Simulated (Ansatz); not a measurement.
# Te (P3_121) in Ansatz: convergence with smearing width

Aim: find how far smearing width must go before the results for Te settle, at PBEsol. This setting moves, with any that are tied to it; all else stays.

All numbers are computed with Ansatz 0.2.0; they aren't measurements. Logs are shortened: lines on timing, memory, paths and dates and some standing lists are left out, and cuts for length are marked.

### 1 Starting point

The structure is trigonal, space group P3_121 (No. 152). The conventional cell has a = 4.454 Å, b = 4.454 Å, c = 5.924 Å, α = 90.00°, β = 90.00°, γ = 120.00°. Around Te (site symmetry 2) lie 2 Te at 2.86 Å.

### 2 With smearing width 0.3 eV

The input, input.yaml:

```yaml
crystal:
  lattice:
    - [4.454, 0.0, 0.0]
    - [-2.227, 3.8572771485, 0.0]
    - [0.0, 0.0, 5.924]
  atoms:
    - { symbol: Te, position: [0.731, 0.731, 0.0] }
    - { symbol: Te, position: [0.0, 0.269, 0.6666666667] }
    - { symbol: Te, position: [0.269, 0.0, 0.3333333333] }
hamiltonian:
  xc: pbesol
  pseudopotentials: { kind: paw, source: jth, xc_functional: pbe }
kpoints:
  mp_grid: { grid: [6, 6, 4] }
scf:
  occupations: { method: gaussian, width: 0.3 }
output:
  forces: true
  stress: true
  eigenvalues: true
```

Potentials or basis: JTH PAW.

Command:

```sh
ansatz run input.yaml --threads 2 --pin off --max-ram 5632MiB --backend cpu --events-out ev --progress --plain --runs-dir out
```

Log:

```text
Warning: the checks of this Te dataset prove no rule for summing its radial tables, as where they were carried onto another mesh than they were made on, and Gregory's rule is taken, under which a leading mesh point left out moves its sums only by what lay on the interval it spanned. That does not make them correct, and they differ from Quantum ESPRESSO's on this file; a re-export a fraction of a mesh step off can move them. hamiltonian.pseudopotentials.radial_quadrature: simpson_from_first_knot sums it by `pw.x`'s rule; on a PAW file no value gives `pw.x`'s numbers. What more to know: hamiltonian.pseudopotentials.radial_quadrature, in the input reference
Warning: RAYON_NUM_THREADS=2 ignored (pool sized by the plan → 2); use --threads N
Engine: ansatz 0.2.0, x86_64-unknown-linux-gnu
Pseudopotentials: kind: paw
Pseudopotential: Te, paw, valence charge 6, recommended cutoff 540 eV (normal), Te.paw.azcp
Functional definition: PBEsol
  exchange = pbesol_x
  correlation = pbesol_c
Crystal: 3 atoms, lattice volume = 101.776 Å³
Basis set: ecut = 540 eV, 2909 PW (Γ), exchange–correlation on 72×72×90 points (8 copies of the dense FFT grid, shifted against one another)
Bands: 13, of which v1, the nominal top of the filled ones, is band 9 counted from 1 (8 counted from 0)
Symmetry: 6 space group operations
Space group: P3121 (ITA 152), of the structure as read, at distance tolerance 4.7e-5 Å
k-points: 24 of 144 (time reversal used)
Non-local potential: Te, projectors of the file, l = 0: 2, l = 1: 2
PAW form: soft (Blöchl's): semilocal exchange-correlation on the pseudo side does not see the compensation charge
PAW one-centre angular grid: Te, 110 points (default); XC on 64 Gauss nodes
Initial density: superposition of atomic densities (chi_scale 0.1, normalization cell)
Initial wavefunctions: pseudopotential atomic-orbital guess
Functional: x = pbesol(κ = 0.804, μ = 0.12345679012345678), c = pbesol(β = 0.046)
SCF iter   1: F=—  HF=-14565.967600 eV  |F-HF|=—  |Δ(HF+E_count)|=         —  Δρ=1.61e-2  dr2=2.00e-1  ethr=3.10e-3  ⟨swp⟩=12.3  Hψ=3097  notcnv=0
preconditioner: auto → Kerker (q_TF=auto, 2.044 Å⁻¹)  [metal: Δε(μ)=0.240 eV  Ē_g=7.998 eV  σ=0.300 eV  W_gap=0.42  n_scr=20 (ndim 8)  ℏωp=15.6 eV  f_vac=0.002  D(μ)=0.20/eV (n_scr^D=0)]
SCF iter   2: F=—  HF=-14565.934139 eV  |F-HF|=—  |Δ(HF+E_count)|=   3.35e-2  Δρ=9.48e-3  dr2=7.05e-2  ethr=1.11e-3  ⟨swp⟩=1.0  Hψ=504  notcnv=0
SCF iter   3: F=—  HF=-14565.918000 eV  |F-HF|=—  |Δ(HF+E_count)|=   1.61e-2  Δρ=6.41e-4  dr2=3.51e-4  ethr=3.92e-4  ⟨swp⟩=2.0  Hψ=529  notcnv=0
SCF iter   4: F=—  HF=-14565.917989 eV  |F-HF|=—  |Δ(HF+E_count)|=   1.11e-5  Δρ=1.78e-4  dr2=3.13e-5  ethr=1.95e-6  ⟨swp⟩=2.3  Hψ=586  notcnv=0
SCF iter   5: F=—  HF=-14565.917965 eV  |F-HF|=—  |Δ(HF+E_count)|=   2.42e-5  Δρ=3.76e-5  dr2=2.24e-6  ethr=1.74e-7  ⟨swp⟩=2.0  Hψ=476  notcnv=0
SCF iter   6: F=—  HF=-14565.917966 eV  |F-HF|=—  |Δ(HF+E_count)|=   1.37e-6  Δρ=9.42e-6  dr2=1.36e-7  ethr=1.24e-8  ⟨swp⟩=2.6  Hψ=528  notcnv=0
SCF iter   7: F=-14565.917967 eV  HF=-14565.917967 eV  |F-HF|=6.73e-10  |Δ(HF+E_count)|=   1.37e-7  Δρ=2.30e-6  dr2=8.92e-9  ethr=5.56e-10  ⟨swp⟩=8.2  Hψ=2051  notcnv=0
SCF 1 converged in 7 iterations: F = -14565.917967 eV  dr2 = 8.92e-9
SCF converged after 7 iterations
Free energy (F): -14565.917967 eV
Harris-Foulkes:  -14565.917967 eV  (|F-HF|=6.73e-10)
Internal energy: -14565.907292 eV  (E = F + TS)
E sigma→0 (E₀):  -14565.912629 eV
Entropy (-TS):   -0.010674 eV (-3.558 meV/atom)
Fermi energy:    6.044913 eV
--- Per-component energies (eV) ---
  E_band       = 4.335579
  E_kinetic    = 197.324723
  E_local      = 192.208422  (includes V_loc(G=0)·N_el)
  E_nonlocal   = -222.464102
  E_hartree    = 43.044872
  E_xc         = -329.341196
  E_vxc        = -245.714419  (∫ρ·V_xc dr)
  E_paw        = -13771.638424  (= ΣΔE_a)
  E_vpaw       = -3.107652  (= ΣTr[D̂ρ^β])
  E_aug_tail   = -0.000226  (compensation charges beyond the density's cutoff)
  E_ewald      = -675.041361
  E_smearing   = -0.010674  (= −TS)
  E_closure    = -0.000000  (closes the sum)
  Σ components = -14565.917967   (vs F -14565.917967, Δ=0.00e0)
--- Forces (eV/Å), atoms counted from 1 ---
  atom   1  Te    -0.09180909    -0.15901801     0.00000000
  atom   2  Te    -0.09180909     0.15901801     0.00000000
  atom   3  Te     0.18361818     0.00000000     0.00000000
  max |Σ_I F_I| component: 5.27e-16 eV/Å
--- Stress (GPa, compression-positive) ---
       -0.955050       0.000000       0.000000
        0.000000      -0.955050       0.000000
        0.000000      -0.000000      -0.591520
  P = ⅓ Tr σ = -0.8339 GPa (-8.339 kbar)
--- Band table (eV; the first three rows and the last of 24) ---
  k-point 0: bands = ["-7.7422", "-4.4415", "-4.4415", "2.8483", "3.1448", "3.1448", "4.2211", "4.2211", "5.0769", "6.9426", "6.9426", "7.5407", "10.9401"]
  k-point 1: bands = ["-7.5168", "-5.7934", "-3.0558", "2.4333", "2.9789", "3.4131", "4.4249", "4.4399", "5.0578", "6.5564", "6.6264", "6.9805", "10.3175"]
  k-point 2: bands = ["-6.8528", "-6.8528", "-2.3452", "1.9497", "3.2589", "3.2589", "4.6081", "4.8933", "4.8933", "6.3442", "6.3442", "6.3551", "9.9215"]
  k-point 23: bands = ["-5.9242", "-5.9242", "-4.2220", "0.7044", "0.8683", "0.8683", "4.9418", "5.9138", "5.9138", "6.0614", "7.2176", "7.2176", "11.8914"]
```

Run time: 1.3 s. Hardware: 2 threads of Intel Xeon Platinum 8488C (Sapphire Rapids), shared host; peak memory 0.4 GiB.

What came out:

```yaml
Free_energy: -14565.9180 eV
Pressure: -0.8 GPa
Largest_force: 0.184 eV/Å
```

### 3 With smearing width 0.2 eV

Changes to input.yaml since step 2:

```diff
@@ -15,3 +15,3 @@
 scf:
-  occupations: { method: gaussian, width: 0.3 }
+  occupations: { method: gaussian, width: 0.2 }
 output:
```

Potentials or basis: JTH PAW.

Command:

```sh
ansatz run input.yaml --threads 2 --pin off --max-ram 5632MiB --backend cpu --events-out ev --progress --plain --runs-dir out
```

Run time: 1.5 s. Hardware: 2 threads of Intel Xeon Platinum 8488C (Sapphire Rapids), shared host; peak memory 0.4 GiB.

What came out:

| Item | Value |
| --- | --- |
| Free energy | -14565.9153 eV |
| Pressure | -0.8 GPa |
| Largest force | 0.177 eV/Å |
| Band gap on the k mesh | 0.15 eV, direct |

### 4 With smearing width 0.15 eV

Changes to input.yaml since step 3:

```diff
@@ -15,3 +15,3 @@
 scf:
-  occupations: { method: gaussian, width: 0.2 }
+  occupations: { method: gaussian, width: 0.15 }
 output:
```

Command:

```sh
ansatz run input.yaml --threads 2 --pin off --max-ram 5632MiB --backend cpu --events-out ev --progress --plain --runs-dir out
```

Wall time 1.4 s (2 threads of Intel Xeon Platinum 8488C (Sapphire Rapids), shared host); peak memory 0.4 GiB.

What came out:

```yaml
Free_energy: -14565.9144 eV
Pressure: -0.8 GPa
Largest_force: 0.177 eV/Å
Band_gap_on_the_k_mesh: 0.15 eV, direct
```

### 5 With smearing width 0.1 eV

Changes to input.yaml since step 4:

```diff
@@ -15,3 +15,3 @@
 scf:
-  occupations: { method: gaussian, width: 0.15 }
+  occupations: { method: gaussian, width: 0.1 }
 output:
```

Command:

```sh
ansatz run input.yaml --threads 2 --pin off --max-ram 5632MiB --backend cpu --events-out ev --progress --plain --runs-dir out
```

It took 1.3 s on 2 threads of Intel Xeon Platinum 8488C (Sapphire Rapids), shared host; peak memory 0.4 GiB.

What came out:

| Property | Result |
| --- | --- |
| Free energy | -14565.9136 eV |
| Pressure | -0.8 GPa |
| Largest force | 0.177 eV/Å |
| Band gap on the k mesh | 0.15 eV, direct |

### 6 With smearing width 0.05 eV

Changes to input.yaml since step 5:

```diff
@@ -15,3 +15,3 @@
 scf:
-  occupations: { method: gaussian, width: 0.1 }
+  occupations: { method: gaussian, width: 0.05 }
 output:
```

Potentials or basis: JTH PAW.

Command:

```sh
ansatz run input.yaml --threads 2 --pin off --max-ram 5632MiB --backend cpu --events-out ev --progress --plain --runs-dir out
```

Wall time 1.3 s (2 threads of Intel Xeon Platinum 8488C (Sapphire Rapids), shared host); peak memory 0.4 GiB.

Results (log left out):

* Free energy: -14565.9132 eV
* Pressure: -0.8 GPa
* Largest force: 0.177 eV/Å
* Band gap on the k mesh: 0.14 eV, direct

### 7 With smearing width 0.025 eV

Changes to input.yaml since step 6:

```diff
@@ -15,3 +15,3 @@
 scf:
-  occupations: { method: gaussian, width: 0.05 }
+  occupations: { method: gaussian, width: 0.025 }
 output:
```

Command:

```sh
ansatz run input.yaml --threads 2 --pin off --max-ram 5632MiB --backend cpu --events-out ev --progress --plain --runs-dir out
```

Wall time 1.3 s (2 threads of Intel Xeon Platinum 8488C (Sapphire Rapids), shared host); peak memory 0.41 GiB.

Results (log left out):

| Property | Result |
| --- | --- |
| Free energy | -14565.9131 eV |
| Pressure | -0.8 GPa |
| Largest force | 0.178 eV/Å |
| Band gap on the k mesh | 0.14 eV, direct |

### 8 With smearing width 0.01 eV

Changes to input.yaml since step 7:

```diff
@@ -15,3 +15,3 @@
 scf:
-  occupations: { method: gaussian, width: 0.025 }
+  occupations: { method: gaussian, width: 0.01 }
 output:
```

Command:

```sh
ansatz run input.yaml --threads 2 --pin off --max-ram 5632MiB --backend cpu --events-out ev --progress --plain --runs-dir out
```

It took 1.4 s on 2 threads of Intel Xeon Platinum 8488C (Sapphire Rapids), shared host; peak memory 0.41 GiB.

It converged, with:

```yaml
Free_energy: -14565.9131 eV
Pressure: -0.8 GPa
Largest_force: 0.178 eV/Å
Band_gap_on_the_k_mesh: 0.14 eV, direct
```

### 9 With smearing width 0.005 eV

Changes to input.yaml since step 8:

```diff
@@ -15,3 +15,3 @@
 scf:
-  occupations: { method: gaussian, width: 0.01 }
+  occupations: { method: gaussian, width: 0.005 }
 output:
```

Potentials or basis: JTH PAW.

Command:

```sh
ansatz run input.yaml --threads 2 --pin off --max-ram 5632MiB --backend cpu --events-out ev --progress --plain --runs-dir out
```

Run time: 1.4 s. Hardware: 2 threads of Intel Xeon Platinum 8488C (Sapphire Rapids), shared host; peak memory 0.41 GiB.

It converged, with:

```
Free energy            : -14565.9131 eV
Pressure               : -0.8 GPa
Largest force          : 0.178 eV/Å
Band gap on the k mesh : 0.14 eV, direct
```

### 10 Summary

```tsv
smearing width	energy less the tightest run, at zero smearing (meV/atom)	largest force (eV/Å)	SCF cycles	CPU time (s)	peak memory (GiB)
0.3 eV	0.17	0.184	7	2.5	0.4
0.2 eV	-0.03	0.177	7	2.9	0.4
0.15 eV	0.03	0.177	6	2.6	0.4
0.1 eV	0.07	0.177	6	2.5	0.4
0.05 eV	0.02	0.177	6	2.5	0.4
0.025 eV	0.00	0.178	6	2.5	0.41
0.01 eV	0.00	0.178	6	2.6	0.41
0.005 eV	0.00	0.178	6	2.6	0.41
```

Against the tightest run, the energy stays within 1 meV/atom from 0.3 eV on; the largest force stays within 0.005 eV/Å from 0.2 eV on. The tightest run that finished is the yardstick and may itself not be fully converged.

Caveats: spin-orbit coupling is left out, which moves the levels of the heavy elements.
